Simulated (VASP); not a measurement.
# ZnS in VASP: one cell, several levels of theory, part 2 of 2

VASP 6.6.1, plane waves, PAW.

## Step 3: Single point with r2SCAN

Contents of INCAR:

```
ENCUT = 520.000000
SIGMA = 0.010000
EDIFF = 1.00e-07
ALGO = Normal
METAGGA = R2SCAN
PREC = Accurate
IBRION = -1
ISIF = 2
ISMEAR = 0
NBANDS = 16
NELM = 120
NSW = 0
LASPH = .TRUE.
LCHARG = .TRUE.
LELF = .TRUE.
LWAVE = .FALSE.
LREAL = .FALSE.
```

Contents of KPOINTS:

```
KPOINTS created by Atomic Simulation Environment
0
Gamma
8 8 8
0 0 0
```

Contents of KPOINTS_OPT:

```
special points
6
Reciprocal
0.0000000000 0.0000000000 0.0000000000 1
-0.5000000000 -0.5000000000 0.0000000000 1
-0.3750000000 -0.3750000000 0.2500000000 1
-0.3750000000 0.0000000000 0.3750000000 1
0.0000000000 0.0000000000 0.5000000000 1
-0.5000000000 -0.2500000000 0.2500000000 1
```

Contents of POSCAR:

```
Zn S
 1.0000000000000000
     0.0000000000000000    2.5863223992000002    2.5863223992000002
     2.5863223992000002    0.0000000000000000    2.5863223992000002
     2.5863223992000002    2.5863223992000002    0.0000000000000000
 Zn  S
   1   1
Cartesian
  0.0000000000000000  0.0000000000000000  0.0000000000000000
  1.2931611996000003  1.2931611996000003  1.2931611996000003
```

Launch:

```console
mpirun -np 1 vasp_std
```

Standard output, without the iteration lines:

```text
POSCAR found type information on POSCAR ZnS
 POSCAR found :  2 types and       2 ions
 -----------------------------------------------------------------------------
|                                                                             |
|                                                                             |
|     You enforced a specific xc type in the INCAR file but a different       |
|     I HOPE YOU KNOW WHAT YOU ARE DOING!                                     |
|                                                                             |
 -----------------------------------------------------------------------------

 LDA part: xc-table for (None), standard interpolation
 POSCAR, INCAR and KPOINTS ok, starting setup
 FFT: planning ... GRIDC
 FFT: planning ... GRID_SOFT
 FFT: planning ... GRID
 WAVECAR not read
 entering main loop
 Start KPOINTS_OPT (optional k-point list driver)
k-point batch [1-6\6]
```

OSZICAR:

```text
N       E                     dE             d eps       ncg     rms          rms(c)
DAV:   1     0.774617845526E+02    0.77462E+02   -0.92902E+03   936   0.144E+03
DAV:   2    -0.157644081790E+02   -0.93226E+02   -0.86583E+02  1024   0.273E+02
DAV:   3    -0.216874571213E+02   -0.59230E+01   -0.58970E+01  1144   0.672E+01
DAV:   4    -0.217429620150E+02   -0.55505E-01   -0.55494E-01  1104   0.668E+00
DAV:   5    -0.217434796972E+02   -0.51768E-03   -0.51766E-03  1192   0.628E-01    0.917E+00
DAV:   6    -0.187336650290E+02    0.30098E+01   -0.15115E+00  1000   0.397E+01    0.779E+00
DAV:   7    -0.186942962560E+02    0.39369E-01   -0.46369E-01  1136   0.122E+01    0.437E+00
DAV:   8    -0.187060128948E+02   -0.11717E-01   -0.36040E-02  1096   0.190E+00    0.122E+00
DAV:   9    -0.187059853224E+02    0.27572E-04   -0.42236E-03  1184   0.164E+00    0.165E-01
DAV:  10    -0.187060605486E+02   -0.75226E-04   -0.10959E-03  1064   0.360E-01    0.836E-02
DAV:  11    -0.187060611281E+02   -0.57946E-06   -0.56487E-05  1168   0.187E-01    0.494E-02
DAV:  12    -0.187060875778E+02   -0.26450E-04   -0.49526E-05  1104   0.620E-02    0.141E-02
DAV:  13    -0.187060845738E+02    0.30040E-05   -0.23813E-06  1184   0.358E-02    0.110E-02
DAV:  14    -0.187060845947E+02   -0.20978E-07   -0.53175E-07  1344   0.191E-02
   1 F= -.18706085E+02 E0= -.18706085E+02  d E =-.171300E-12
       N       E                     dE             ncg
DAV:   1     0.677281190514E+03   -0.34507E+04      192
DAV:   2     0.129433611648E+03   -0.54785E+03      216
DAV:   3     0.977416640332E+02   -0.31692E+02      256
DAV:   4     0.974732111785E+02   -0.26845E+00      216
DAV:   5     0.974707508618E+02   -0.24603E-02      264
DAV:   6     0.974707162351E+02   -0.34627E-04      208
DAV:   7     0.974707156108E+02   -0.62437E-06      256
DAV:   8     0.974707156000E+02   -0.10722E-07      184
```

OUTCAR, selected sections:

```text
k-points           NKPTS =     29   k-points in BZ     NKDIM =     29   number of bands    NBANDS=     16

   NELECT =      18.0000    total number of electrons

   dimension x,y,z NGX =    28 NGY =   28 NGZ =   28
   dimension x,y,z NGXF=    56 NGYF=   56 NGZF=   56

  energy-cutoff  :      520.00
  volume of cell :       34.60
      direct lattice vectors                 reciprocal lattice vectors
     0.000000000  2.586322399  2.586322399    -0.193324699  0.193324699  0.193324699
     2.586322399  0.000000000  2.586322399     0.193324699 -0.193324699  0.193324699
     2.586322399  2.586322399  0.000000000     0.193324699  0.193324699 -0.193324699

 k-points in reciprocal lattice and weights: KPOINTS created by Atomic Simulation Env
   0.00000000  0.00000000  0.00000000       0.002
   0.12500000  0.00000000  0.00000000       0.016
   0.25000000  0.00000000  0.00000000       0.016
   0.37500000  0.00000000  0.00000000       0.016
   0.50000000  0.00000000  0.00000000       0.008
   0.12500000  0.12500000  0.00000000       0.012
   0.25000000  0.12500000  0.00000000       0.047
   0.37500000  0.12500000  0.00000000       0.047
[... 21 more k-points ...]

 E-fermi :   3.2134

 k-point     1 :       0.0000    0.0000    0.0000
  band No.  band energies     occupation
      1     -11.5503      2.00000
      2      -3.9658      2.00000
      3      -3.9658      2.00000
      4      -3.9658      2.00000
      5      -3.2371      2.00000
      6      -3.2370      2.00000
      7       3.1697      2.00000
      8       3.1697      2.00000
      9       3.1697      2.00000
     10       6.4795      0.00000
     11       9.9243      0.00000
     12       9.9245      0.00000
     13       9.9245      0.00000
     14      15.5984      0.00000
     15      15.5984      0.00000
     16      16.5315      0.00000

 k-point     2 :       0.1250    0.0000    0.0000
  band No.  band energies     occupation
      1     -11.4017      2.00000
      2      -3.9752      2.00000
      3      -3.9370      2.00000
      4      -3.9370      2.00000
      5      -3.2396      2.00000
      6      -3.2396      2.00000
      7       1.9782      2.00000
      8       2.9795      2.00000
      9       2.9796      2.00000
     10       7.2411      0.00000
     11       9.9494      0.00000
     12      10.2349      0.00000
     13      10.2350      0.00000
     14      14.9351      0.00000
     15      14.9351      0.00000
     16      17.2228      0.00000

 k-point     3 :       0.2500    0.0000    0.0000
  band No.  band energies     occupation
      1     -11.0087      2.00000
      2      -3.9521      2.00000
      3      -3.8733      2.00000
      4      -3.8733      2.00000
      5      -3.2356      2.00000
      6      -3.2355      2.00000
      7      -0.0235      2.00000
      8       2.5704      2.00000
      9       2.5705      2.00000
     10       7.5611      0.00000
     11      10.6466      0.00000
     12      10.6467      0.00000
     13      11.0106      0.00000
     14      14.7534      0.00000
     15      14.7535      0.00000
     16      16.4071      0.00000

 k-point     4 :       0.3750    0.0000    0.0000
  band No.  band energies     occupation
      1     -10.5521      2.00000
      2      -3.8221      2.00000
      3      -3.8220      2.00000
      4      -3.7469      2.00000
      5      -3.2120      2.00000
      6      -3.2119      2.00000
      7      -1.8248      2.00000
      8       2.2084      2.00000
      9       2.2084      2.00000
     10       7.3420      0.00000
     11      10.5566      0.00000
     12      10.5566      0.00000
     13      12.5309      0.00000
     14      16.0947      0.00000
     15      16.0948      0.00000
     16      16.1905      0.00000

 k-point     5 :       0.5000    0.0000    0.0000
  band No.  band energies     occupation
      1     -10.3377      2.00000
      2      -3.8056      2.00000
      3      -3.8055      2.00000
      4      -3.2497      2.00000
      5      -3.1951      2.00000
      6      -3.1950      2.00000
      7      -2.9427      2.00000
      8       2.0677      2.00000
      9       2.0678      2.00000
     10       7.2330      0.00000
     11      10.4331      0.00000
     12      10.4332      0.00000
     13      13.0635      0.00000
     14      16.8065      0.00000
     15      17.5538      0.00000
     16      17.5539      0.00000

 k-point     6 :       0.1250    0.1250    0.0000
  band No.  band energies     occupation
      1     -11.3520      2.00000
      2      -4.0036      2.00000
      3      -3.9137      2.00000
      4      -3.9137      2.00000
      5      -3.2617      2.00000
      6      -3.2209      2.00000
      7       2.1188      2.00000
      8       2.6403      2.00000
      9       2.6403      2.00000
     10       7.6416      0.00000
     11       9.1646      0.00000
     12      10.7105      0.00000
     13      10.7106      0.00000
     14      13.7445      0.00000
     15      15.8160      0.00000
     16      17.9651      0.00000

 k-point     7 :       0.2500    0.1250    0.0000
  band No.  band energies     occupation
      1     -11.0391      2.00000
      2      -4.0134      2.00000
      3      -3.8500      2.00000
      4      -3.8471      2.00000
      5      -3.2742      2.00000
      6      -3.2062      2.00000
      7       0.5828      2.00000
      8       2.1603      2.00000
      9       2.2970      2.00000
     10       8.2320      0.00000
     11       9.2082      0.00000
     12      11.1206      0.00000
     13      11.3767      0.00000
     14      13.5403      0.00000
     15      15.8149      0.00000
     16      18.0796      0.00000

 k-point     8 :       0.3750    0.1250    0.0000
  band No.  band energies     occupation
      1     -10.5960      2.00000
      2      -3.9148      2.00000
      3      -3.7857      2.00000
      4      -3.7614      2.00000
      5      -3.2425      2.00000
      6      -3.1898      2.00000
      7      -1.2096      2.00000
      8       1.7908      2.00000
      9       1.8204      2.00000
     10       8.0701      0.00000
     11       9.9464      0.00000
     12      11.4022      0.00000
     13      11.4915      0.00000
     14      15.0909      0.00000
     15      16.7576      0.00000
     16      17.4192      0.00000

[... the tables of k-points 9 to 29 left out ...]

  Total        2.7425959      2.7425959      2.7425959      0.0000000      0.0000000      0.0000000
  in kB      126.9972796    126.9972796    126.9972796      0.0000000      0.0000000      0.0000000
  external PRESSURE =     126.9972796 kB  Pullay stress =       0.0000000 kB

 POSITION                                       TOTAL-FORCE (eV/Angst)
 -----------------------------------------------------------------------------------
      0.00000      0.00000      0.00000         0.000000      0.000000      0.000000
      1.29316      1.29316      1.29316        -0.000000     -0.000000     -0.000000
 -----------------------------------------------------------------------------------
    total drift:                                0.000038      0.000038      0.000038

  FREE ENERGIE OF THE ION-ELECTRON SYSTEM (eV)
  ---------------------------------------------------
  free  energy   TOTEN  =       -18.7060845947 eV

  energy  without entropy=      -18.7060845947  energy(sigma->0) =      -18.70608459
```

Hardware: 1 MPI rank of Intel Xeon Platinum 8488C, shared host.

The levels at the points of KPOINTS_OPT are read from vasprun.xml.

Levels at the named points, in eV from the top of band v (v: the last filled band by count, c: the next):

```csv
point,v−1,v,c,c+1
Γ,0.00,0.00,3.31,6.75
X,-2.82,-2.82,3.40,4.39
U,-3.87,-2.29,4.32,6.70
K,-3.87,-2.29,4.32,6.70
L,-1.10,-1.10,4.06,7.26
W,-3.53,-3.33,6.00,7.17
```

Gap with r2SCAN: 3.31 eV, direct (Γ). Pressure: 12.70 GPa; the forces vanish within 0.01 eV/Å.

## Step 4: What came out

This closing draws on all 2 parts.

```
 level  gap (eV)  pressure (GPa)  Ansatz: gap (eV)  Ansatz: pressure (GPa)
   PBE      2.71           15.20              2.70                   14.95
r2SCAN      3.31           12.70              3.29                   12.64
```

In words: The gap runs from 2.71 eV (PBE) to 3.31 eV (r2SCAN). The pressure is highest with PBE (15.2 GPa) and lowest with r2SCAN (12.7 GPa), which orders the cells that they would relax to. The two programs agree on the gap within 0.03 eV, far less than the spread between functionals. Datasets and cutoffs are each program's own.
